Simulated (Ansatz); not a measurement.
Theory: DFT PBE, scalar-relativistic, plane waves, PAW in Ansatz 0.2.0. Settings: cutoff 420 eV, Γ-centred meshes spaced at most about 0.3 Å⁻¹, and about 0.25 Å⁻¹ or finer for metals (2π included), Gaussian smearing. No spin polarisation in the final relaxations.

These are static total energies at zero pressure.

Two relaxed structures of Sn3Te:

A.

```xyz
4
Lattice="4.8778 0.0000 0.0000 0.0000 4.8778 0.0000 0.0000 0.0000 4.8778" Properties=species:S:1:pos:R:3 pbc="T T T"
Sn    2.4389    2.4389    0.0000
Sn    2.4389    0.0000    2.4389
Sn    0.0000    2.4389    2.4389
Te    0.0000    0.0000    0.0000
```

B.

```xyz
4
Lattice="-3.1285 3.1285 3.1285 3.1285 -3.1285 3.1285 3.1285 3.1285 -3.1285" Properties=species:S:1:pos:R:3 pbc="T T T"
Sn    3.1285    0.0000    0.0000
Sn    0.0000    3.1285    0.0000
Sn    0.0000    0.0000    3.1285
Te    0.0000    0.0000    0.0000
```

Question: Which is lower in energy, and by how much?

Answer: B is lower, by 160 meV/atom. A has the Cu3Au (L1_2) type, space group Pm-3m (No. 221), 29.0 Å³/atom and no gap on its mesh; B has space group Im-3m (No. 229), 30.6 Å³/atom and no gap. Counting Sn atoms around Te (those within 1.25 times the shortest such distance or 1.15 times the sum of covalent radii, 1.27 where that leaves under three; the shortest distance is added where it exceeds 1.18 times the sum of covalent radii), A has Te 12 from 3.4 Å and B has Te 6. The lower one is the more open, so pressure narrows the difference. In A, Sn has 4 Te at 3.45 Å and 8 Sn at 3.45 Å; around Te lie 12 Sn at 3.45 Å. In B, Sn is surrounded by 2 Te at 3.13 Å and 4 Sn at 3.13 Å; Te is surrounded by 6 Sn at 3.13 Å. Origin: A is a Materials Project cell, relaxed; B was invented.

These runs have no spin–orbit coupling, which can matter for Te. Cells relaxed within their symmetry can be saddle points.

B is a simple cubic array shared by Sn and Te, the same underlying lattice as in rock-salt SnTe, whereas A is a close-packed arrangement. The 160 meV/atom preference for B probably reflects directional p bonding. Three mutually perpendicular p orbitals can form σ interactions along the cubic axes, while the valence s electrons, especially those of Te, contribute less to bonding. Close packing offers more neighbours, but at 3.45 Å instead of 3.13 Å and in directions that suit p overlap less well. Even the shorter contacts exceed normal two-centre single bonds, which suggests delocalised, electron-deficient bonding.

The absence of a gap in B fits this picture: replacing Te by Sn relative to SnTe removes p electrons and leaves the p band less than half full, although Sn–Sn contacts also broaden the bands. The result supports a preference for the open framework over the close-packed one, but not the existence of Sn3Te as a compound, since separation into SnTe and elemental tin, the expected outcome from the known phase diagram, was not tested.
